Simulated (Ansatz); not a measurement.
# EuO: a relaxation

This session takes EuO and sets out to relax the bulk.

Computed with Ansatz 0.2.0 (DFT PBE+U, scalar-relativistic, plane waves, PAW, unless a step's input says otherwise).

1 further run of the same task is left out (set aside as unsound or not needed).

It takes space group Fm-3m (No. 225, cubic). The conventional cell has a = 5.144 Å, b = 5.144 Å, c = 5.144 Å, α = 90.00°, β = 90.00°, γ = 90.00°. Around Eu (site symmetry m-3m) lie 6 O at 2.57 Å. O (site symmetry m-3m) has 6 Eu at 2.57 Å as nearest neighbours.

Coordinates:

```xyz
2
Lattice="0.0000 2.5720 2.5720 2.5720 0.0000 2.5720 2.5720 2.5720 0.0000" Properties=species:S:1:pos:R:3 pbc="T T T"
Eu    2.5720    2.5720    2.5720
O     0.0000    0.0000    0.0000
```

The structure above is the start of the run; the results belong to its end.

| quantity | value |
| --- | --- |
| bulk: relaxed cell (conventional) | a = 5.176 Å, b = 5.176 Å, c = 5.176 Å, α = 90.00°, β = 90.00°, γ = 90.00° |
| bulk: space group (0.01 Å) | Fm-3m (No. 225) |
| bulk: volume | 17.33 Å³/atom |
| bulk: total moment | 7.00 μB/cell |

In words: Relaxation raised the bulk's volume by 1.9 %. A measured lattice constant a of EuO is 5.1435 Å (quoted in “Valence state of Sm in single crystalline EuO thin films”, 2017, arxiv:1701.09171); the calculated 5.176 Å misses it by +0.6 %. That is the cell relaxed with PBE+U, without thermal expansion or zero-point motion. Other magnetic orders or occupations could lie lower; they were not searched in full. Spin-orbit coupling is left out, which matters for the bands of Eu.

**Question.** Which input and command would start the relaxation behind these results?

The input that was run (others would do too):

The input, input.yaml:

```yaml
crystal:
  lattice:
    - [0.0, 2.5719519658, 2.5719519658]
    - [2.5719519658, 0.0, 2.5719519658]
    - [2.5719519658, 2.5719519658, 0.0]
  atoms:
    - { symbol: Eu, position: [0.5, 0.5, 0.5], spin: 7.43 }
    - { symbol: O, position: [0.0, 0.0, 0.0] }
basis:
  ecutwfc: 420
kpoints:
  mp_grid: { grid: [12, 12, 12] }
hamiltonian:
  xc: pbe
  hubbard: { sites: [{ species: Eu, l: f, u_eff: 6.0 }] }
scf:
  occupations: { method: gaussian, width: 0.01 }
  lower_state_search: "off"
output:
  forces: true
  stress: true
  eigenvalues: true
  populations: true
  write_density: true
  write_potential: true
  elf: true
  volumetric_format: npy
magnetization:
  spin_polarized: true
relax:
  adjacent_minimum: "off"
  f_tol: 0.005
  max_steps: 80
  cell: { stress_tol: 0.05 }
checkpoint:
  read: start.run
  write: ck
  compress: false
  write_wavefunctions: false
  write_every: 100000
```

Launch:

```bash
ansatz run input.yaml --threads 4 --pin off --max-ram 10240MiB --backend cpu --events-out ev --progress --plain --runs-dir out
```
